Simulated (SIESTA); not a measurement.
A run of SIESTA 5.4.2:

The input GaN.fdf:

```
SystemName                      GaN
SystemLabel                     GaN
NumberOfSpecies                 2
NumberOfAtoms                   4
%block ChemicalSpeciesLabel
  1  31 Ga
  2   7 N
%endblock ChemicalSpeciesLabel

LatticeConstant                 1.0 Ang
%block LatticeVectors
     3.1800000000     0.0000000000     0.0000000000
    -1.5900000000     2.7539607840     0.0000000000
     0.0000000000     0.0000000000     5.1660000000
%endblock LatticeVectors
AtomicCoordinatesFormat         Fractional
%block AtomicCoordinatesAndAtomicSpecies
     0.6666666667     0.3333333333     0.5000000000  1  Ga
     0.3333333333     0.6666666667     0.0000000000  1  Ga
     0.6666666667     0.3333333333     0.8750000000  2  N
     0.3333333333     0.6666666667     0.3750000000  2  N
%endblock AtomicCoordinatesAndAtomicSpecies

%block kgrid.MonkhorstPack
    8   0   0  0.0
    0   8   0  0.0
    0   0   4  0.0
%endblock kgrid.MonkhorstPack
XC.Functional                   GGA
XC.Authors                      PBE
PAO.BasisSize                   DZP
PAO.EnergyShift                 0.003 Ry
Mesh.Cutoff                     800 Ry
OccupationFunction              FD
ElectronicTemperature           0.05 eV
MaxSCFIterations                120
SCF.MustConverge                false
SCF.Mixer.Method                Pulay
SCF.Mixer.Weight                0.25
SCF.Mixer.History               8
SCF.DM.Tolerance                5.0e-05
SCF.H.Tolerance                 1.0e-03 eV
WriteForces                     true
Charge.Mulliken                 end
OpticalCalculation              true
Optical.Energy.Minimum          0.0 eV
Optical.Energy.Maximum          40 eV
Optical.Broaden                 0.3 eV
%block Optical.Mesh
  8 8 4
%endblock Optical.Mesh
Optical.OffsetMesh              true
Optical.PolarizationType        polycrystal
%block PAO.Basis
  Ga 4
  n=4 0 2
    6.575 0.000
  n=4 1 2
    9.448 0.000
  n=3 2 2
    3.582 0.000
  n=4 2 1
    9.448
%endblock PAO.Basis
```

Potentials or basis: PseudoDojo 0.4 standard (PBE files), DZP (energy shift 0.003 Ry; two zetas on semicore shells).

The run is started by

```sh
$ siesta GaN.fdf > GaN.out 2>&1
```

Hardware: 1 thread of Arm Neoverse V1, with other jobs on the host.

Question: How long does it take, and how much memory?

Answer: Wall time 3.4 min on 1 thread of Arm Neoverse V1, on a shared host, peak memory 0.62 GiB. Counts: scf iterations 8, k points 150, bands 72.
